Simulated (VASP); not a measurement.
# CuI (F-43m) in VASP: relaxation of cell and atoms with PBE

Aim: the relaxation of cell and atoms of CuI with PBE.

All numbers are computed with VASP 6.6.1; they aren't measurements. Logs are shortened: lines on timing, memory, paths and dates and some standing lists are left out, and cuts for length are marked.

## Step 1: Starting point

Symmetry: F-43m, No. 216, cubic system. Conventional cell: a = 6.084 Å, b = 6.084 Å, c = 6.084 Å, α = 90.00°, β = 90.00°, γ = 90.00°. Cu (site symmetry -43m) is surrounded by 4 I at 2.63 Å. I (site symmetry -43m) is surrounded by 4 Cu at 2.63 Å.

## Step 2: Relaxation of cell and atoms, PBE, collinear spin, ferromagnetic start

Input file INCAR:

```
PREC = Accurate
ENCUT = 600
EDIFF = 1E-7
ISMEAR = 0
SIGMA = 0.03
LREAL = F
LASPH = T
NELM = 150
ALGO = Normal
ISIF = 3
LWAVE = F
LCHARG = F
ISPIN = 2
MAGMOM = 1 0
LORBIT = 11
LMAXMIX = 4
GGA = PE
IBRION = 2
NSW = 90
EDIFFG = -0.005
AMIX = 0.2
BMIX = 1E-4
AMIX_MAG = 0.8
BMIX_MAG = 1E-4
KPAR = 2
```

Input file KPOINTS:

```
Automatic mesh
0
Gamma
  8 8 8
```

Input file POSCAR:

```
CuI                                     
1.0
    0.0000000000      3.0421608396      3.0421608396
    3.0421608396      0.0000000000      3.0421608396
    3.0421608396      3.0421608396     -0.0000000000
  Cu              I             
     1     1
Direct
     0.2500000000000000    0.2500000000000000    0.2500000000000000
     0.0000000000000000    0.0000000000000000    0.0000000000000000
```

Potentials or basis: VASP PAW PBE potentials, release 64 (Cu, I).

Run with:

```sh
$ cat potpaw_PBE.64/Cu/POTCAR potpaw_PBE.64/I/POTCAR > POTCAR
$ mpirun -np 2 vasp_std > vasp.out
```

OUTCAR:

```text
PREC = Accurate
   ENCUT = 600
   EDIFF = 1E-7
   ISMEAR = 0
   LREAL = F
   LASPH = T
   NELM = 150
   ISIF = 3
   ISPIN = 2
   LORBIT = 11
   GGA = PE
   IBRION = 2
   NSW = 90
   EDIFFG = -0.005
   AMIX = 0.2
   AMIX_MAG = 0.8

 ion  position               nearest neighbor table
   1  0.250  0.250  0.250-   2 2.63   2 2.63   2 2.63   2 2.63
   2  0.000  0.000  0.000-   1 2.63   1 2.63   1 2.63   1 2.63

  LATTYP: Found a face centered cubic cell.
 ALAT       =     6.0843216792

  Lattice vectors:

 A1 = (   0.0000000000,   3.0421608396,   3.0421608396)
 A2 = (   3.0421608396,   0.0000000000,   3.0421608396)
 A3 = (   3.0421608396,   3.0421608396,   0.0000000000)

Analysis of symmetry for initial positions (statically):
=====================================================================
 Subroutine PRICEL returns:
 Original cell was already a primitive cell.

 Routine SETGRP: Setting up the symmetry group for a
 face centered cubic supercell.

 Subroutine GETGRP returns: Found 24 space group operations
 (whereof 24 operations were pure point group operations)
 out of a pool of 48 trial point group operations.

The static configuration has the point symmetry T_d .

Analysis of symmetry for dynamics (positions and initial velocities):
=====================================================================
 Subroutine PRICEL returns:
 Original cell was already a primitive cell.

 Routine SETGRP: Setting up the symmetry group for a
 face centered cubic supercell.

 Subroutine GETGRP returns: Found 24 space group operations
 (whereof 24 operations were pure point group operations)
 out of a pool of 48 trial point group operations.

The dynamic configuration has the point symmetry T_d .

Analysis of structural, dynamic, and magnetic symmetry:
=====================================================================
 Subroutine PRICEL returns:
 Original cell was already a primitive cell.

 Routine SETGRP: Setting up the symmetry group for a
 face centered cubic supercell.

 Subroutine GETGRP returns: Found 24 space group operations
 (whereof 24 operations were pure point group operations)
 out of a pool of 48 trial point group operations.

The overall configuration has the point symmetry T_d .

 Subroutine INISYM returns: Found 24 space group operations
 (whereof 24 operations are pure point group operations),
 and found     1 'primitive' translations

----------------------------------------------------------------------------------------

                                     Primitive cell

  volume of cell :      56.3088

  direct lattice vectors                    reciprocal lattice vectors
     0.000000000  3.042160840  3.042160840    -0.164356859  0.164356859  0.164356859
     3.042160840  0.000000000  3.042160840     0.164356859 -0.164356859  0.164356859
     3.042160840  3.042160840  0.000000000     0.164356859  0.164356859 -0.164356859

  length of vectors
     4.302265118  4.302265118  4.302265118     0.284674430  0.284674430  0.284674430

  position of ions in fractional coordinates (direct lattice)
     0.250000000  0.250000000  0.250000000
     0.000000000  0.000000000  0.000000000

  ion indices of the primitive-cell ions
   primitive index   ion index
                 1           1
                 2           2

----------------------------------------------------------------------------------------

 KPOINTS: Automatic mesh

Automatic generation of k-mesh.
 Grid dimensions read from file:
 generate k-points for:    8    8    8

 Generating k-lattice:

  Cartesian coordinates                     Fractional coordinates (reciprocal lattice)
    -0.020544607  0.020544607  0.020544607     0.125000000  0.000000000  0.000000000
     0.020544607 -0.020544607  0.020544607     0.000000000  0.125000000  0.000000000
     0.020544607  0.020544607 -0.020544607     0.000000000  0.000000000  0.125000000

  Length of vectors
     0.035584304  0.035584304  0.035584304
[... 112 lines left out ...]
  Direction    XX          YY          ZZ          XY          YZ          ZX
  --------------------------------------------------------------------------------------
  -------------------------------------------------------------------------------------
  Total       -0.0168734     -0.0168734     -0.0168734      0.0000000      0.0000000      0.0000000
  in kB       -0.4801052     -0.4801052     -0.4801052      0.0000000      0.0000000      0.0000000
  external PRESSURE =      -0.4801052 kB  Pullay stress =       0.0000000 kB

 VOLUME and BASIS-vectors are now :
 -----------------------------------------------------------------------------
  energy-cutoff  :      600.00
  volume of cell :       56.31
      direct lattice vectors                 reciprocal lattice vectors
     0.000000000  3.042160840  3.042160840    -0.164356859  0.164356859  0.164356859
     3.042160840  0.000000000  3.042160840     0.164356859 -0.164356859  0.164356859
     3.042160840  3.042160840  0.000000000     0.164356859  0.164356859 -0.164356859

 POSITION                                       TOTAL-FORCE (eV/Angst)
 -----------------------------------------------------------------------------------
      1.52108      1.52108      1.52108         0.000000     -0.000000      0.000000
      0.00000      0.00000      0.00000        -0.000000      0.000000     -0.000000
 -----------------------------------------------------------------------------------
    total drift:                                0.000001      0.000001      0.000001

  FREE ENERGIE OF THE ION-ELECTRON SYSTEM (eV)
  ---------------------------------------------------
  free  energy   TOTEN  =        -5.5625997126 eV

  energy  without entropy=       -5.5625997126  energy(sigma->0) =       -5.56259971

--------------------------------------- Ionic step        2  -------------------------------------------

 number of electron      18.0000009 magnetization       0.0000000

 number of electron      18.0000009 magnetization      -0.0000000

 Free energy of the ion-electron system (eV)
  ---------------------------------------------------
  ext. energy  EPLUGINS =         0.00000000
  ---------------------------------------------------
  free energy    TOTEN  =        -5.56261257 eV

  energy without entropy =       -5.56261257  energy(sigma->0) =       -5.56261257

 E-fermi :   4.5223     XC(G=0):  -8.8938

 val. band max:        4.3303746399   @ k =   0.0000   0.0000   0.0000
 cond. band min:       5.4495380390   @ k =   0.0000   0.0000   0.0000
 fundamental gap:      1.1191633991
 Fermi energy:         4.5223049590

 spin component 1

 k-point     1 :       0.0000    0.0000    0.0000
  band No.  band energies     occupation
      1      -9.6312      1.00000
      2       0.7333      1.00000
      3       0.7333      1.00000
      4       0.7333      1.00000
      5       2.5173      1.00000
      6       2.5173      1.00000
      7       4.3304      1.00000
      8       4.3304      1.00000
      9       4.3304      1.00000
     10       5.4495      0.00000
     11       9.2119      0.00000
     12       9.2119      0.00000
     13       9.2119      0.00000
     14      12.4958      0.00000
[... 379 lines left out ...]
      3       0.1975      1.00000
      4       0.7037      1.00000
      5       2.4549      1.00000
      6       2.5286      1.00000
      7       2.6415      1.00000
      8       3.0572      1.00000
      9       3.3507      1.00000
     10       7.8017      0.00000
     11       9.0151      0.00000
     12      10.5236      0.00000
     13      11.7066      0.00000
     14      12.8460      0.00000

 [... further k-points ...]

 spin component 2

 k-point     1 :       0.0000    0.0000    0.0000
  band No.  band energies     occupation
      1      -9.6312      1.00000
      2       0.7333      1.00000
      3       0.7333      1.00000
      4       0.7333      1.00000
      5       2.5173      1.00000
      6       2.5173      1.00000
      7       4.3304      1.00000
      8       4.3304      1.00000
      9       4.3304      1.00000
     10       5.4495      0.00000
     11       9.2119      0.00000
     12       9.2119      0.00000
     13       9.2119      0.00000
     14      12.4958      0.00000
[... 379 lines left out ...]
      3       0.1975      1.00000
      4       0.7037      1.00000
      5       2.4549      1.00000
      6       2.5286      1.00000
      7       2.6415      1.00000
      8       3.0572      1.00000
      9       3.3507      1.00000
     10       7.8017      0.00000
     11       9.0151      0.00000
     12      10.5236      0.00000
     13      11.7066      0.00000
     14      12.8460      0.00000

 [... further k-points ...]

------------------------ aborting loop because EDIFF is reached ----------------------------------------

  FORCE on cell =-STRESS in cart. coord.  units (eV):
  Direction    XX          YY          ZZ          XY          YZ          ZX
  --------------------------------------------------------------------------------------
  -------------------------------------------------------------------------------------
  Total       -0.0095655     -0.0095655     -0.0095655      0.0000000      0.0000000      0.0000000
  in kB       -0.2725032     -0.2725032     -0.2725032      0.0000000      0.0000000      0.0000000
  external PRESSURE =      -0.2725032 kB  Pullay stress =       0.0000000 kB

 VOLUME and BASIS-vectors are now :
 -----------------------------------------------------------------------------
  energy-cutoff  :      600.00
  volume of cell :       56.24
      direct lattice vectors                 reciprocal lattice vectors
     0.000000000  3.040922654  3.040922654    -0.164423781  0.164423781  0.164423781
     3.040922654  0.000000000  3.040922654     0.164423781 -0.164423781  0.164423781
     3.040922654  3.040922654  0.000000000     0.164423781  0.164423781 -0.164423781

 POSITION                                       TOTAL-FORCE (eV/Angst)
 -----------------------------------------------------------------------------------
      1.52046      1.52046      1.52046         0.000000     -0.000000      0.000000
      3.04092      0.00000      3.04092        -0.000000      0.000000     -0.000000
 -----------------------------------------------------------------------------------
    total drift:                                0.000001      0.000001      0.000001

  FREE ENERGIE OF THE ION-ELECTRON SYSTEM (eV)
  ---------------------------------------------------
  free  energy   TOTEN  =        -5.5626125652 eV

  energy  without entropy=       -5.5626125652  energy(sigma->0) =       -5.56261257

 reached required accuracy - stopping structural energy minimisation

 total charge

# of ion       s       p       d       tot
------------------------------------------
    1        0.324   0.255   9.334   9.914
    2        1.493   2.759   0.052   4.304
--------------------------------------------------
tot          1.817   3.014   9.386  14.217

 magnetization (x)

# of ion       s       p       d       tot
------------------------------------------
    1       -0.000  -0.000   0.000   0.000
    2        0.000   0.000  -0.000   0.000
--------------------------------------------------
tot         -0.000   0.000   0.000   0.000
```

Wall time 36 s (2 MPI ranks of Intel Xeon 6975P-C (Granite Rapids), shared host); peak memory 0.26 GiB.

Results:

- Free energy: -5.5626 eV
- Relaxed volume: 28.12 Å³/atom
- Relaxed cell: a = 4.301 Å, b = 4.301 Å, c = 4.301 Å, α = 60.00°, β = 60.00°, γ = 60.00°
- Space group after relaxing (to 0.05 Å): F-43m (No. 216)
- Energy gained by relaxing: 0.0 meV/atom
- Ionic steps: 2
- Pressure after relaxing: 0.0 GPa
- Band gap on the k mesh: 1.12 eV, direct
- Net moment: 0.00 μB per cell
- Valence electrons inside the program's atomic spheres: Cu 9.91; I 4.30

Final structure:
```cif
data_structure
_symmetry_space_group_name_H-M 'P 1'
_symmetry_Int_Tables_number 1
_cell_length_a 4.3005
_cell_length_b 4.3005
_cell_length_c 4.3005
_cell_angle_alpha 60.000
_cell_angle_beta 60.000
_cell_angle_gamma 60.000
_cell_volume 56.24
loop_
_atom_site_label
_atom_site_type_symbol
_atom_site_fract_x
_atom_site_fract_y
_atom_site_fract_z
_atom_site_occupancy
Cu1 Cu 0.25000 0.25000 0.25000 1
I1 I 0.00000 0.00000 0.00000 1
```

Caveat: spin-orbit coupling is left out, which moves the levels of the heavy elements.
